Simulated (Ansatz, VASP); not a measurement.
# CdTe: VASP beside Ansatz

Aim: how closely do two programs agree when they are given the same cell, functional and k mesh? The cell is taken from a series of VASP runs on this material, whose earlier steps may have relaxed, scaled or displaced it; both programs get it as it stands. Valence electrons are named where the data sets of a main pair hold unlike numbers.

Method: plane waves, with VASP 6.6.1 beside it; relaxation of cell and atoms at PBEsol with D3(BJ), in Ansatz 0.2.0.

### Step 1. Starting point

The structure is cubic, space group F-43m (No. 216). Conventional cell: a = 6.417 Å, b = 6.417 Å, c = 6.417 Å, α = 90.00°, β = 90.00°, γ = 90.00°. Nearest to Te lie 4 Cd at 2.78 Å. Nearest to Cd lie 4 Te at 2.78 Å. Farther neighbours and most contacts between anions are not listed.

### Step 2. Ansatz: relaxation of cell and atoms, PBEsol with D3(BJ)

Ansatz runs on its default PAW (the set named soft_2) files.

The relaxed volume is the usual yardstick between codes: in a stiff, nearly cubic crystal its relative difference is about their pressure difference at one cell divided by the bulk modulus.

input.yaml

```yaml
crystal:
  lattice:
    - [0.0, 3.2083448754, 3.2083448754]
    - [3.2083448754, 0.0, 3.2083448754]
    - [3.2083448754, 3.2083448754, 0.0]
  atoms:
    - { symbol: Te, position: [0.75, 0.75, 0.75] }
    - { symbol: Cd, position: [0.0, 0.0, 0.0] }
hamiltonian:
  xc: pbesol
  pseudopotentials: { kind: paw }
  dispersion: d3bj
kpoints:
  mp_grid: { grid: [6, 6, 6] }
scf:
  occupations: { method: gaussian, width: 0.03 }
relax:
  f_tol: 0.01
  max_steps: 60
  cell: { stress_tol: 0.05 }
output:
  forces: true
  stress: true
  write_density: true
  write_potential: true
  elf: true
  volumetric_format: npy
```

The run is started by

```console
> ansatz run input.yaml --threads 4 --pin off --max-ram 9216MiB --backend cpu --events-out ev --progress --plain --runs-dir out
```

Numbers of over 12 decimals in the logs are rounded to 6 here.

Log:

```text
Engine: ansatz 0.2.0, x86_64-unknown-linux-gnu
Pseudopotentials: kind: paw
Pseudopotential: Te, paw, valence charge 16, recommended cutoff 420 eV (normal), Te.paw.azcp
Pseudopotential: Cd, paw, valence charge 20, recommended cutoff 420 eV (normal), Cd.paw.azcp
Functional definition: PBEsol
  exchange = pbesol_x
  correlation = pbesol_c
Crystal: 2 atoms, lattice volume = 66.050 Å³
Basis set: ecut = 420 eV, 1243 PW (Γ), exchange–correlation on 64×64×64 points (8 copies of the dense FFT grid, shifted against one another)
Bands: 22, of which v1, the nominal top of the filled ones, is band 18 counted from 1 (17 counted from 0)
Symmetry: 24 space group operations
Space group: F-43m (ITA 216), of the structure as read, at distance tolerance 4.0e-5 Å
k-points: 16 of 216 (time reversal used)
Non-local potential: Te, projectors of the file, l = 0: 2, l = 1: 2, l = 2: 2, l = 3: 2
Non-local potential: Cd, projectors of the file, l = 0: 3, l = 1: 2, l = 2: 2, l = 3: 1
PAW form: soft (Blöchl's): semilocal exchange-correlation on the pseudo side does not see the compensation charge
PAW frozen core: Te, regenerated for the run's functional, and the local potential with it (the file was generated under x = pbe(κ = 0.804, μ = 0.219515), c = pbe(β = 0.066725))
PAW frozen core: Cd, regenerated for the run's functional, and the local potential with it (the file was generated under x = pbe(κ = 0.804, μ = 0.219515), c = pbe(β = 0.066725))
PAW one-centre angular grid: Te, 590 points (default); XC on 64 Gauss nodes
PAW one-centre angular grid: Cd, 590 points (default); XC on 64 Gauss nodes
Initial density: superposition of atomic densities (neutral atoms: chi_scale 0, normalization atom), corrected by the library's trained network
Initial wavefunctions: pseudopotential atomic-orbital guess
Functional: x = pbesol(κ = 0.804, μ = 0.123457), c = pbesol(β = 0.046)
SCF iter   1: F=—  HF=-15087.021781 eV  |F-HF|=—  |Δ(HF+E_count)|=         —  Δρ=3.80e-3  dr2=1.20e-2  ethr=1.77e-3  ⟨swp⟩=6.3  Hψ=1681  notcnv=0
preconditioner: auto → none  [insulator: Δε(μ)=0.721 eV  Ē_g=11.417 eV  σ=0.030 eV  W_gap=1.00  n_scr=14 (ndim 8)  ℏωp=19.4 eV  f_vac=0.179  D(μ)=0.00/eV (n_scr^D=0)  ε∞_Penn≈3.9]
SCF iter   2: F=—  HF=-15087.017880 eV  |F-HF|=—  |Δ(HF+E_count)|=   3.90e-3  Δρ=9.05e-4  dr2=3.02e-4  ethr=3.33e-5  ⟨swp⟩=2.8  Hψ=800  notcnv=0
SCF iter   3: F=—  HF=-15087.018043 eV  |F-HF|=—  |Δ(HF+E_count)|=   1.63e-4  Δρ=4.24e-4  dr2=7.59e-5  ethr=8.40e-7  ⟨swp⟩=2.0  Hψ=466  notcnv=0
SCF iter   4: F=—  HF=-15087.018092 eV  |F-HF|=—  |Δ(HF+E_count)|=   4.91e-5  Δρ=1.92e-4  dr2=2.51e-5  ethr=2.11e-7  ⟨swp⟩=2.5  Hψ=555  notcnv=0
SCF iter   5: F=—  HF=-15087.018087 eV  |F-HF|=—  |Δ(HF+E_count)|=   5.07e-6  Δρ=2.20e-5  dr2=1.90e-7  ethr=6.96e-8  ⟨swp⟩=2.0  Hψ=481  notcnv=0
SCF iter   6: F=-15087.018087 eV  HF=-15087.018087 eV  |F-HF|=1.49e-8  |Δ(HF+E_count)|=   2.45e-7  Δρ=6.06e-6  dr2=1.42e-8  ethr=2.78e-10  ⟨swp⟩=8.9  Hψ=2293  notcnv=0
SCF 1 converged in 6 iterations: F = -15087.018087 eV  dr2 = 1.42e-8
  greatest PAW one-centre occupation: 1.000 electrons in one spin orbital (limit 2), on the Cd atom at site 1 (counted from 0), in its partial waves of l = 0
relax step   1: F+E_penalty+E_count = -15087.01808743 eV  Δ(F+E_penalty+E_count) = +0.000e0 eV  max|allowed force component| = 8.211e-17 eV/Å  Δτ_max = 0.0000 Å  P = -0.145 GPa  Ω = 66.050 Å³  (6 SCF iters, dr2 threshold 1.00e-7 eV, accepted)
[...]
relax step   2: F+E_penalty+E_count = -15087.01821032 eV  Δ(F+E_penalty+E_count) = -1.229e-4 eV  max|allowed force component| = 2.139e-17 eV/Å  Δτ_max = 0.0000 Å  P = +0.090 GPa  Ω = 65.713 Å³  energy of the carried Pulay correction = +6.344e-5 eV  (4 SCF iters, dr2 threshold 5.29e-8 eV, accepted)
[...]
relax step   3: F+E_penalty+E_count = -15087.01822191 eV  Δ(F+E_penalty+E_count) = -1.159e-5 eV  max|allowed force component| = 3.643e-17 eV/Å  Δτ_max = 0.0000 Å  P = -0.001 GPa  Ω = 65.841 Å³  energy of the carried Pulay correction = +3.921e-5 eV  (4 SCF iters, dr2 threshold 2.03e-8 eV, accepted)
[...]
relax step   4: F+E_penalty+E_count = -15087.01816421 eV  Δ(F+E_penalty+E_count) = +5.770e-5 eV  max|allowed force component| = 3.932e-17 eV/Å  Δτ_max = 0.0000 Å  P = -0.000 GPa  Ω = 65.841 Å³  stress off target by 1.96e-4 GPa  SCF on the basis re-selected at this cell (its energy is not comparable with the rows above)  (5 SCF iters)
basis re-selected at this cell: Δ(F+E_penalty+E_count) = +5.770e-5 eV, ΔP = +0.000 GPa vs the last step (what re-selecting the basis moved, of the pressure what is left beyond the Pulay correction that the steps carried, after the strain that the cell walked since its last selection, with what the two solves' SCF thresholds leave and, on support functions, any second-order correction that the steps lacked; it is no m [...]
SCF converged after 5 iterations
Free energy (F): -15087.018164 eV
Harris-Foulkes:  -15087.018164 eV  (|F-HF|=7.28e-12)
Internal energy: -15087.018164 eV  (E = F + TS)
E sigma→0 (E₀):  -15087.018164 eV
Fermi energy:    8.179944 eV
--- Per-component energies (eV) ---
  E_band       = -779.715755
  E_kinetic    = 686.539439
  E_local      = -5350.185575  (includes V_loc(G=0)·N_el)
  E_nonlocal   = -271.219643
  E_hartree    = 2700.505254
  E_xc         = -299.075821
  E_vxc        = -325.576527  (∫ρ·V_xc dr)
  E_paw        = -8598.814412  (= ΣΔE_a)
  E_vpaw       = -920.283726  (= ΣTr[D̂ρ^β])
  E_aug_tail   = -0.000208  (compensation charges beyond the density's cutoff)
  E_ewald      = -3954.790363
  E_disp       = -0.693609  (pairwise vdW)
  E_core_change = 0.716775  (= ΣΔE_core)
  E_smearing   = -0.000000  (= −TS)
  E_closure    = 0.000000  (closes the sum)
  Σ components = -15087.018164   (vs F -15087.018164, Δ=0.00e0)
--- Forces (eV/Å), atoms counted from 1 ---
  atom   1  Te    -0.00000000    -0.00000000    -0.00000000
  atom   2  Cd     0.00000000     0.00000000     0.00000000
  max |Σ_I F_I| component: 5.09e-17 eV/Å
--- Stress (GPa, compression-positive) ---
       -0.000196       0.000000      -0.000000
        0.000000      -0.000196       0.000000
       -0.000000       0.000000      -0.000196
  P = ⅓ Tr σ = -0.0002 GPa (-0.002 kbar)
--- Band table (eV; the first three rows and the last of 16) ---
  k-point 0: bands = [... 14 lower, -0.2806, 7.8015, 7.8015, 7.8015, 8.5571, 12.3424, 12.3424, 12.3424]
  k-point 1: bands = [... 14 lower, -0.2821, 5.9878, 7.5549, 7.5549, 9.6565, 12.4653, 12.6980, 12.6980]
  k-point 2: bands = [... 14 lower, -0.1895, 4.0494, 7.1462, 7.1462, 9.6859, 12.9843, 12.9843, 14.0348]
  k-point 15: bands = [... 14 lower, 0.3102, 3.3863, 5.4356, 5.5172, 11.4646, 11.5209, 14.4809, 14.7576]
--- Relaxed structure (3 steps of the walk, 3 accepted, 1 SCFs on fresh bases) ---
  F+E_penalty+E_count = -15087.01816421 eV   max|allowed force component| = 3.932e-17 eV/Å   (the final SCF, on the basis selected at the relaxed cell)
  cell:  # Å, volume = 65.8414 Å³
    - [0, 3.204963, 3.204963]
    - [3.204963, 0, 3.204963]
    - [3.204963, 3.204963, 0]
  atoms:
    - { symbol: Te, position: [0.75, 0.75, 0.75] }
    - { symbol: Cd, position: [0, 0, 0] }
```

It took 2.2 s on 4 threads of Intel Xeon Platinum 8559C (Emerald Rapids), shared host; peak memory 0.45 GiB; 7.3 s of CPU time.

### Step 3. VASP: relaxation of cell and atoms, PBEsol with D3(BJ)

The same cell, functional, mesh and smearing now go to VASP, with its own data sets.

Lines of VASP's logs that name or quote its potential files are left out, and so is its time.

INCAR

```
SYSTEM = CdTe
PREC = Accurate
ENCUT = 450
EDIFF = 1E-06
NELM = 100
ISMEAR = 0
SIGMA = 0.03
LREAL = .FALSE.
ALGO = Normal
GGA = PS
IVDW = 12
NBANDS = 15
LORBIT = 11
LWAVE = .FALSE.
LCHARG = .FALSE.
KPAR = 4
IBRION = 2
NSW = 50
ISIF = 3
EDIFFG = -0.004
```

POSCAR

```
CdTe
1.0
    0.0000000000      3.2083448754      3.2083448754
    3.2083448754      0.0000000000      3.2083448754
    3.2083448754      3.2083448754      0.0000000000
Te Cd
1 1
Direct
    0.7500000000      0.7500000000      0.7500000000
    0.0000000000      0.0000000000      0.0000000000
```

KPOINTS

```
Automatic mesh
0
Gamma
6 6 6
0 0 0
```

The projector-augmented-wave data sets are Te and Cd (PBE family, release 64).

The run is started by

```console
> mpirun -np 4 vasp_std
```

Log:

```text
[banner, memory and clock lines left out]
running    4 mpi-ranks, on    1 nodes
 distrk:  each k-point on    1 cores,    4 groups
 distr:  one band on    1 cores,    1 groups

 POSCAR found type information on POSCAR TeCd
 POSCAR found :  2 types and       2 ions
|                                                                             |
|               ----> ADVICE to this user running VASP <----                  |
|                                                                             |
|     You enforced a specific xc type in the INCAR file but a different       |
|     [... a line on the potential file left out ...]
|     I HOPE YOU KNOW WHAT YOU ARE DOING!                                     |
|                                                                             |

 LDA part: xc-table for (Slater+PW92), standard interpolation
 POSCAR, INCAR and KPOINTS ok, starting setup
 FFT: planning ... GRIDC
 FFT: planning ... GRID_SOFT
 FFT: planning ... GRID
 WAVECAR not read
 entering main loop
       N       E                     dE             d eps       ncg     rms          rms(c)
DAV:   1     0.932427912162E+02    0.93243E+02   -0.78004E+03   480   0.935E+02
DAV:   2    -0.234474617697E+01   -0.95588E+02   -0.91684E+02   543   0.239E+02
DAV:   3    -0.569695494735E+01   -0.33522E+01   -0.33473E+01   592   0.473E+01
DAV:   4    -0.572751410186E+01   -0.30559E-01   -0.30558E-01   713   0.380E+00
DAV:   5    -0.572758242099E+01   -0.68319E-04   -0.68319E-04   613   0.172E-01    0.581E+00
DAV:   6    -0.548881088605E+01    0.23877E+00   -0.46149E-01   536   0.910E+00    0.479E+00
DAV:   7    -0.547036429139E+01    0.18447E-01   -0.10885E-01   578   0.230E+00    0.190E+00
DAV:   8    -0.546944480790E+01    0.91948E-03   -0.10593E-02   543   0.126E+00    0.529E-01
DAV:   9    -0.546941899679E+01    0.25811E-04   -0.75339E-04   564   0.311E-01    0.129E-01
DAV:  10    -0.546944667875E+01   -0.27682E-04   -0.10758E-04   571   0.997E-02    0.571E-02
DAV:  11    -0.546946985335E+01   -0.23175E-04   -0.49012E-05   544   0.456E-02    0.405E-02
DAV:  12    -0.546946763261E+01    0.22207E-05   -0.44043E-06   543   0.158E-02    0.207E-02
DAV:  13    -0.546946748063E+01    0.15198E-06   -0.47788E-07   352   0.380E-03
   1 F= -.61606863E+01 E0= -.61606863E+01  d E =-.616069E+01
 curvature:   0.00 expect dE= 0.000E+00 dE for cont linesearch  0.000E+00
 trial: gam= 0.00000 g(F)=  0.104E-46 g(S)=  0.255E-04 ort = 0.000E+00 (trialstep = 0.100E+01)
 search vector abs. value=  0.255E-04
 bond charge predicted
       N       E                     dE             d eps       ncg     rms          rms(c)
DAV:   1    -0.546884858388E+01    0.61905E-03   -0.59872E-03   550   0.921E-01    0.131E-01
DAV:   2    -0.546856592916E+01    0.28265E-03   -0.69669E-04   536   0.389E-01    0.425E-02
DAV:   3    -0.546853809467E+01    0.27834E-04   -0.60857E-05   543   0.791E-02    0.351E-02
DAV:   4    -0.546853531759E+01    0.27771E-05   -0.76723E-06   529   0.206E-02    0.545E-03
DAV:   5    -0.546853540915E+01   -0.91557E-07   -0.72647E-07   268   0.111E-02
   2 F= -.61606953E+01 E0= -.61606953E+01  d E =-.905783E-05
 trial-energy change:   -0.000009  1 .order   -0.000007   -0.000026    0.000011
 step:   0.6941(harm=  0.6941)  dis= 0.00000  next Energy=    -6.160695 (dE=-0.886E-05)
 bond charge predicted
       N       E                     dE             d eps       ncg     rms          rms(c)
DAV:   1    -0.546885367171E+01   -0.31835E-03   -0.54944E-04   550   0.280E-01    0.392E-02
DAV:   2    -0.546882847527E+01    0.25196E-04   -0.64171E-05   536   0.118E-01    0.135E-02
DAV:   3    -0.546882562573E+01    0.28495E-05   -0.54813E-06   487   0.240E-02    0.111E-02
DAV:   4    -0.546882469967E+01    0.92606E-06   -0.67575E-07   261   0.620E-03
   3 F= -.61606966E+01 E0= -.61606966E+01  d E =-.103306E-04
 curvature:  -0.35 expect dE=-0.168E-06 dE for cont linesearch -0.168E-06
 trial: gam= 0.00000 g(F)=  0.730E-45 g(S)=  0.484E-06 ort =-0.351E-05 (trialstep = 0.939E+00)
 search vector abs. value=  0.484E-06
 reached required accuracy - stopping structural energy minimisation
```

Parts of OUTCAR (step 3):

```text
ion  position               nearest neighbor table
   1  0.750  0.750  0.750-   2 2.78   2 2.78   2 2.78   2 2.78
   2  0.000  0.000  0.000-   1 2.78   1 2.78   1 2.78   1 2.78

  LATTYP: Found a face centered cubic cell.
 ALAT       =     6.4166897508

 Subroutine GETGRP returns: Found 24 space group operations
 (whereof 24 operations were pure point group operations)

The static configuration has the point symmetry T_d .

 Found     16 irreducible k-points:

   k-points           NKPTS =     16   k-points in BZ     NKDIM =     16   number of bands    NBANDS=     15

   dimension x,y,z NGX =    32 NGY =   32 NGZ =   32
   dimension x,y,z NGXF=    64 NGYF=   64 NGZF=   64

   ENCUT  =  450.0 eV  33.07 Ry    5.75 a.u.   7.85  7.85  7.85*2*pi/ulx,y,z

   NELECT =      18.0000    total number of electrons

 k-points in reciprocal lattice and weights: Automatic mesh
   0.00000000  0.00000000  0.00000000       0.005
   0.16666667  0.00000000  0.00000000       0.037
   0.33333333  0.00000000  0.00000000       0.037
   0.50000000  0.00000000  0.00000000       0.019
   0.16666667  0.16666667  0.00000000       0.028
   0.33333333  0.16666667  0.00000000       0.111
   0.50000000  0.16666667  0.00000000       0.111
  -0.33333333  0.16666667  0.00000000       0.111
  -0.16666667  0.16666667  0.00000000       0.056
[...]
-0.33333333  0.33333333  0.16666667       0.111
  -0.33333333  0.50000000  0.16666667       0.056

 Edisp (eV)   -0.69216

 average (electrostatic) potential at core
       1 -91.0278       2 -38.7667

 E-fermi :   2.6481

 k-point     1 :       0.0000    0.0000    0.0000
  band No.  band energies     occupation
    ...
      5      -5.5853      2.00000
      6      -5.5853      2.00000
      7       2.5013      2.00000
      8       2.5013      2.00000
      9       2.5013      2.00000
     10       3.2532      0.00000
     11       7.0199      0.00000
     12       7.0199      0.00000
     13       7.0199      0.00000
     14       9.8373      0.00000
    ...

 k-point     2 :       0.1667    0.0000    0.0000
  band No.  band energies     occupation
    ...
      5      -5.5866      2.00000
      6      -5.5866      2.00000
      7       0.6845      2.00000
      8       2.2545      2.00000
      9       2.2545      2.00000
     10       4.3525      0.00000
     11       7.1585      0.00000
     12       7.3752      0.00000
     13       7.3752      0.00000
     14      10.8318      0.00000
    ...

 k-point     3 :       0.3333    0.0000    0.0000
  band No.  band energies     occupation
    ...
      5      -5.5824      2.00000
      6      -5.4928      2.00000
      7      -1.2524      2.00000
      8       1.8460      2.00000
      9       1.8460      2.00000
     10       4.3776      0.00000
     11       7.6590      0.00000
     12       7.6590      0.00000
     13       8.7445      0.00000
     14      10.4293      0.00000
    ...

 Edisp (eV)   -0.69187

  Total       0.00258     0.00258     0.00258     0.00000     0.00000    -0.00000
  in kB       0.06276     0.06276     0.06276     0.00000     0.00000    -0.00000
  external pressure =        0.06 kB  Pullay stress =        0.00 kB

  energy-cutoff  :      450.00
  volume of cell :       65.99
      direct lattice vectors                 reciprocal lattice vectors
    -0.000000000  3.207335861  3.207335861    -0.155892623  0.155892623  0.155892623
     3.207335861  0.000000000  3.207335861     0.155892623 -0.155892623  0.155892623
     3.207335861  3.207335861  0.000000000     0.155892623  0.155892623 -0.155892623

 POSITION                                       TOTAL-FORCE (eV/Angst)
 -----------------------------------------------------------------------------------
      4.81100      4.81100      4.81100         0.000000      0.000000      0.000000
      0.00000      0.00000      0.00000        -0.000000     -0.000000     -0.000000
 -----------------------------------------------------------------------------------
    total drift:                                0.000001      0.000001      0.000000

  FREE ENERGIE OF THE ION-ELECTRON SYSTEM (eV)
  ---------------------------------------------------
  free  energy   TOTEN  =        -6.1606966074 eV

  energy  without entropy=       -6.1606966074  energy(sigma->0) =       -6.16069661

 reached required accuracy - stopping structural energy minimisation

 total charge
# of ion       s       p       d       tot
------------------------------------------
    1        1.350   2.063   0.024   3.437
    2        0.478   0.338   9.527  10.343
--------------------------------------------------
tot          1.828   2.402   9.550  13.780

[... 3 further parts left out ...]
```

CONTCAR:

```
CdTe
   1.00000000000000
    -0.0000000000000000    3.2073358614166825    3.2073358614166825
     3.2073358614166825    0.0000000000000000    3.2073358614166825
     3.2073358614166825    3.2073358614166825    0.0000000000000000
  Te              Cd
     1     1
Direct
     0.7500000000000000    0.7500000000000000    0.7500000000000000
     0.0000000000000000    0.0000000000000000    0.0000000000000000
```

The gap is read on the k-mesh alone, so it is an upper bound where the band edges lie off the mesh. The PAW data sets were made with PBE, which is usual practice but a small mismatch for other functionals. The run keeps the 24 symmetry operations of its start, so it cannot find a distortion of lower symmetry.

### Step 4. Differences

Known differences besides the potentials themselves: both relaxations stop at a tolerance, which leaves soft axes loose, and VASP keeps its plane-wave basis; the data sets hold 36 valence electrons in Ansatz (on its default PAW (the set named soft_2) files) and 18 in VASP; the cutoff is 420 eV in Ansatz and 450 eV in VASP; Ansatz makes its cores anew for this functional, VASP keeps those of its PBE data sets; VASP leaves aspherical gradient terms in its spheres out (LASPH is not set), Ansatz keeps them; Ansatz adds a Pulay correction to the stress that steers its cell, VASP none. Total energies have different zeros and are not compared.

Compared:

| quantity | Ansatz | VASP | difference |
| --- | --- | --- | --- |
| volume (Å³) | 65.84 | 65.99 | -0.22 % |
| edge a after relaxation, in the typed setting (Å) | 4.532 | 4.536 | -0.07 % |

The walks stopped with 0.00 GPa left in Ansatz and 0.01 GPa in VASP; each walk ends within a tolerance, so the volume difference is uncertain by about these residues over the bulk modulus, most in soft cells.

### Step 5. What came out

```json
{
  "difference in volume (relaxation of cell and atoms, PBEsol with D3(BJ))": "-0.22 %"
}
```

What this shows: The difference in volume is -0.22 % (relaxation of cell and atoms, PBEsol with D3(BJ)), within the 1.2 % picked in this series as the mark of a large difference, as far as the stopping tolerances let one tell. The data sets hold unlike numbers of valence electrons (36 in Ansatz and 18 in VASP), so part of the differences comes from the potentials. How closely two codes agree says nothing of how well the functional describes the real material.

[Lines on the potential files, build, host, timing and source positions are cut from VASP's logs without a mark.]

[Logs are printed without paths, hosts, clocks, repeated set-up lines and the standing remarks that a program may print on its own settings, such as how far it seeks lower states.]

[Hosts, paths, dates, database ids (printed as entryN), source tags and the programs' standing remarks are cut or masked in the printed files.]
